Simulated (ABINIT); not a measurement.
**A GW chain in ABINIT: AlAs (F-43m)**

How does a plane-wave GW calculation on AlAs (F-43m) run from the first input to the gap?

Main program and level: ABINIT 10.8.3; PBE and many-body steps on it, plane waves.

**The experiments to reproduce.**

- Gap 3.018 eV: lowest direct gap at Gamma; earlier measurement quoted from literature, technique not stated; 300 K; bulk crystal (pure AlAs, literature value used as model input) (quoted in “Simultaneous Measurement of Mid-Infrared Refractive Indices in Thin-Film Heterostructures: Methodology and Results for GaAs/AlGaAs”, 2023, arxiv:2301.08293).

## Step 1: The starting structure

It takes space group F-43m (No. 216, cubic). Conventional cell: a = 5.661 Å, b = 5.661 Å, c = 5.661 Å, α = 90.00°, β = 90.00°, γ = 90.00°. Nearest to Al lie 4 As at 2.45 Å. Nearest to As lie 4 Al at 2.45 Å. Farther neighbours are not listed.

As a file:

```cif
data_structure
_symmetry_space_group_name_H-M 'F-43m'
_symmetry_Int_Tables_number 216
_cell_length_a 5.6608
_cell_length_b 5.6608
_cell_length_c 5.6608
_cell_angle_alpha 90.000
_cell_angle_beta 90.000
_cell_angle_gamma 90.000
_cell_volume 181.40
loop_
_atom_site_label
_atom_site_type_symbol
_atom_site_symmetry_multiplicity
_atom_site_Wyckoff_symbol
_atom_site_fract_x
_atom_site_fract_y
_atom_site_fract_z
_atom_site_occupancy
Al1 Al 4 a 0.00000 0.00000 0.00000 1
As1 As 4 d 0.25000 0.25000 0.75000 1
```

The cell and positions come from the Crystallography Open Database and are kept as given unless a step says otherwise.

## Step 2: Ground state

This step: ABINIT 10.8.3; DFT, PBE, plane waves, norm-conserving pseudopotentials.

The ground-state density comes first.

run.abi

```
acell 3*1.0 Angstrom
rprim 
  0.000000000000 2.830400000000 2.830400000000
  2.830400000000 0.000000000000 2.830400000000
  2.830400000000 2.830400000000 -0.000000000000
ntypat 2
znucl 13 33
natom 2
typat 1 2
xred 
  0.000000000000 0.000000000000 0.000000000000
  0.250000000000 0.250000000000 0.250000000000
pp_dirpath "pseudos"
pseudos "Al.upf, As.upf"
ecut 44
ngkpt 6 6 6
nshiftk 1
shiftk 0 0 0
kptopt 1
chksymbreak 0
nband 18
occopt 1
tolvrs 1e-10
nstep 60
prtwf 0
optforces 0
optstress 0
indata_prefix "in"
outdata_prefix "out"
tmpdata_prefix "tmp"
```

On the command line:

```
OMP_NUM_THREADS=1 mpirun -n 4 abinit run.abi > log
```

Numbers of over 12 decimals in the logs are rounded to 6 here.

Output:

```text
.Version 10.8.3 of ABINIT. v10.8.2 released Aug 2026.

 Symmetries : space group F-4 3 m (#216); Bravais cF (face-center cubic)
================================================================================
 Values of the parameters that define the memory need of the present run
     intxc =       0    ionmov =       0      iscf =       7    lmnmax =       6
     lnmax =       6     mgfft =      48  mpssoang =       3    mqgrid =    3001
     natom =       2  nloc_mem =       1    nspden =       1   nspinor =       1
    nsppol =       1      nsym =      24    n1xccc =    2501    ntypat =       2
    occopt =       1   xclevel =       2
-    mband =          18        mffmem =           1         mkmem =           4
       mpw =        4285          nfft =      110592          nkpt =          16
================================================================================
  Rough estimation (10% accuracy) of disk space for files :
================================================================================

--------------------------------------------------------------------------------
------------- Echo of variables that govern the present computation ------------
--------------------------------------------------------------------------------
 -outvars: echo values of preprocessed input variables --------
            acell      1.8897261259E+00  1.8897261259E+00  1.8897261259E+00 Bohr

      chksymbreak           0
             ecut      4.40000000E+01 Hartree
-          fftalg         312

              ixc     -101130
              kpt      0.00000000E+00  0.00000000E+00  0.00000000E+00
                       1.66666667E-01  0.00000000E+00  0.00000000E+00
                       3.33333333E-01  0.00000000E+00  0.00000000E+00
                       5.00000000E-01  0.00000000E+00  0.00000000E+00
                       1.66666667E-01  1.66666667E-01  0.00000000E+00
                       3.33333333E-01  1.66666667E-01  0.00000000E+00
                       5.00000000E-01  1.66666667E-01  0.00000000E+00
                      -3.33333333E-01  1.66666667E-01  0.00000000E+00
                      -1.66666667E-01  1.66666667E-01  0.00000000E+00
   [... 5 further rows ...]
                      -3.33333333E-01  3.33333333E-01  1.66666667E-01
                      -3.33333333E-01  5.00000000E-01  1.66666667E-01
         kptrlatt        6    0    0      0    6    0      0    0    6
          kptrlen      4.53850618E+01
P           mkmem           4
            natom           2
            nband          18
            ngfft          48      48      48
             nkpt          16
            nstep          60
             nsym          24
           ntypat           2
              occ      2.000000  2.000000  2.000000  2.000000  2.000000  2.000000
                       2.000000  2.000000  2.000000  2.000000  2.000000  2.000000
                       2.000000  0.000000  0.000000  0.000000  0.000000  0.000000
        optforces           0
        optstress           0
            prtwf           0
            rprim      0.0000000000E+00  2.8304000000E+00  2.8304000000E+00
[...]
spgroup         216

           tolvrs      1.00000000E-10

             xred      0.0000000000E+00  0.0000000000E+00  0.0000000000E+00
[...]
znucl       13.00000   33.00000

================================================================================

 chkinp: Checking input parameters for consistency.

================================================================================
== DATASET  1 ==================================================================
-   mpi_nproc: 4, omp_nthreads: 1 (-1 if OMP is not activated)

--- !DatasetInfo
iteration_state: {dtset: 1, }
dimensions: {natom: 2, nkpt: 16, mband: 18, nsppol: 1, nspinor: 1, nspden: 1, mpw: 4285, }
cutoff_energies: {ecut:  44.0, pawecutdg:  -1.0, }
electrons: {nelect:   2.60000000E+01, charge:   0.00000000E+00, occopt:   1.00000000E+00, tsmear:   1.00000000E-02, }

 Real(R)+Recip(G) space primitive vectors, cartesian coordinates (Bohr,Bohr^-1):
 R(1)=  0.0000000  5.3486808  5.3486808  G(1)= -0.0934810  0.0934810  0.0934810
 R(2)=  5.3486808  0.0000000  5.3486808  G(2)=  0.0934810 -0.0934810  0.0934810
 R(3)=  5.3486808  5.3486808  0.0000000  G(3)=  0.0934810  0.0934810 -0.0934810
 Unit cell volume ucvol=  3.0603426E+02 bohr^3
 Angles (23,13,12)=  6.00000000E+01  6.00000000E+01  6.00000000E+01 degrees

 getcut: wavevector=  0.0000  0.0000  0.0000  ngfft=  48  48  48
         ecut(hartree)=     44.000   => boxcut(ratio)=   2.12514

--- Pseudopotential description ------------------------------------------------
- Al Generated using ONCVPSP code by D. R. Hamann
- 13.00000   3.00000  171031                  znucl, zion, pspdat
12 -101130 2 -1 1876                          pspcod,pspxc,lmax,lloc,mmax
     nproj     2     2     2
  pspatm : epsatm=    4.08140545
         --- l  ekb(1:nproj) -->
[...]
pspatm: atomic psp has been read  and splines computed

- As Generated using ONCVPSP code by D. R. Hamann
- 33.00000  23.00000  171031                  znucl, zion, pspdat
12 -101130 2 -1 1358                          pspcod,pspxc,lmax,lloc,mmax
     nproj     2     2     2
  pspatm : epsatm=   24.77333152
         --- l  ekb(1:nproj) -->
[...]
2  -10.105298   -4.355719
 pspatm: atomic psp has been read  and splines computed

   7.50223161E+02                                ecore*ucvol(ha*bohr**3)
--------------------------------------------------------------------------------

_setup2: Arith. and geom. avg. npw (full set) are    4268.069    4268.053

================================================================================

--- !BeginCycle
iteration_state: {dtset: 1, }
solver: {iscf: 7, nstep: 60, nline: 4, wfoptalg: 0, }
tolerances: {tolvrs: 1.00E-10, }

     iter   Etot(hartree)      deltaE(h)  residm     vres2
 ETOT  1  -305.83792721501    -3.058E+02 1.781E+00 1.091E+02
 ETOT  2  -307.54063345105    -1.703E+00 3.846E-02 4.777E+02
 ETOT  3  -307.58820697010    -4.757E-02 4.514E-03 1.198E+02
 ETOT  4  -307.60267746500    -1.447E-02 1.983E-03 7.179E-01
 ETOT  5  -307.60278660411    -1.091E-04 4.623E-04 1.376E-01
 ETOT  6  -307.60279977129    -1.317E-05 2.051E-04 3.428E-03
 ETOT  7  -307.60280014117    -3.699E-07 3.074E-04 2.423E-05
 ETOT  8  -307.60280014182    -6.482E-10 1.383E-04 1.331E-06
 ETOT  9  -307.60280014193    -1.093E-10 4.750E-04 1.362E-08
 ETOT 10  -307.60280014195    -1.813E-11 2.105E-04 4.006E-10
 ETOT 11  -307.60280014190     5.230E-11 5.717E-04 1.416E-11

 At SCF step   11       vres2   =  1.42E-11 < tolvrs=  1.00E-10 =>converged.

--- !ResultsGS
iteration_state: {dtset: 1, }
comment   : Summary of ground state results
lattice_vectors:
- [  0.0000000,   5.3486808,   5.3486808, ]
- [  5.3486808,   0.0000000,   5.3486808, ]
- [  5.3486808,   5.3486808,  -0.0000000, ]
lattice_lengths: [   7.56418,    7.56418,    7.56418, ]
lattice_angles: [ 60.000,  60.000,  60.000, ] # degrees, (23, 13, 12)
lattice_volume:   3.0603426E+02
convergence: {deltae:  5.230E-11, res2:  1.416E-11, residm:  5.717E-04, diffor:  0.000E+00, }
etotal    :  -3.07602800E+02
entropy   :   0.00000000E+00
fermie    :   1.62937956E-01
cartesian_stress_tensor: null
pressure_GPa: null
xred      :
- [  0.0000E+00,   0.0000E+00,   0.0000E+00, Al]
- [  2.5000E-01,   2.5000E-01,   2.5000E-01, As]
cartesian_forces: null
force_length_stats: {min: null, max: null, mean: null, }

 Integrated electronic density in atomic spheres:
 ------------------------------------------------
 Atom  Sphere_radius  Integrated_density
    1        2.00000          0.89324871
    2        2.00000         20.42847242
================================================================================

 ----iterations are completed or convergence reached----

 Mean square residual over all n,k,spin=   19.976E-07; max=  57.169E-05
 reduced coordinates (array xred) for    2 atoms
       0.000000000000      0.000000000000      0.000000000000
       0.250000000000      0.250000000000      0.250000000000
 rms dE/dt=  0.0000E+00; max dE/dt=  0.0000E+00; dE/dt below (all hartree)
    1       0.000000000000      0.000000000000      0.000000000000
    2       0.000000000000      0.000000000000      0.000000000000

 cartesian coordinates (angstrom) at end:
    1      0.000000     0.000000     0.000000
    2      1.415200     1.415200     1.415200
 length scales=  1.889726125908  1.889726125908  1.889726125908 bohr
              =  1.000000000000  1.000000000000  1.000000000000 angstroms
 prteigrs : about to open file out_EIG
 Fermi (or HOMO) energy (hartree) =   0.16294   Average Vxc (hartree)=  -0.34175
 Eigenvalues (hartree) for nkpt=  16  k points:
 kpt#   1, nband= 18, wtk=  0.00463, kpt=  0.0000  0.0000  0.0000 (reduced coord)
  -6.60227   -4.52014   -4.52014   -4.52014   -1.10161   -1.10161   -1.10161   -1.10116
  -1.10116   -0.27342    0.16294    0.16294    0.16294    0.23806    0.32071    0.32071
   0.32071    0.49221
 prteigrs : prtvol=0 or 1, do not print more k-points.

--- !EnergyTerms
iteration_state     : {dtset: 1, }
comment             : Components of total free energy in Hartree
kinetic             :  1.37119837832260E+02
hartree             :  1.42563149355410E+02
xc                  : -2.87496217684736E+01
Ewald energy        : -1.20465356001332E+02
psp_core            :  2.45143523140035E+00
local_psp           : -3.63462351889630E+02
non_local_psp       : -7.70598929015318E+01
total_energy        : -3.07602800141897E+02
total_energy_eV     : -8.37029860500645E+03
band_energy         : -5.14080203324395E+01

== END DATASET(S) ==============================================================
================================================================================

 -outvars: echo values of variables after computation  --------
           etotal     -3.0760280014E+02
            nband          18
             nkpt          16
          spgroup         216
 [... the other variables as echoed above ...]

 Calculation completed.
```

Run time: 14 s. Hardware: 4 MPI ranks of Arm Neoverse V1, shared host; peak memory 0.34 GiB.

This step gave:

```yaml
total_energy: -8370.2986 eV
gap: 1.436 eV
k_of_the_valence_top: 0, 0, 0
k_of_the_conduction_bottom: 0.5, 0.5, 0
least_direct_gap: 2.044 eV
```

The gap is indirect, with the least direct gap 0.61 eV higher.

[end of part 1 of 3]

[Paths, hosts, dates, memory and timing lines, banners, echoed tables and standing remarks are left out of the program output.]

[Logs are printed without paths, hosts, clocks, repeated set-up lines and the standing remarks that a program may print on its own settings, such as how far it seeks lower states.]

[Runs of the session that timed out or met a known fault of the program may be left out.]

[Hosts, paths, dates, database ids (printed as entryN), source tags and the programs' standing remarks are cut or masked in the printed files.]

[G0W0 gaps are taken among the corrected bands and points alone; a level outside them can change the order at an edge.]

[Where Ansatz stands beside ABINIT at settings called matched, ABINIT's density can come from a denser mesh and the files from another edition; pairs whose starting gaps differed by over 0.03 eV were left out, so agreement reads better than it is.]
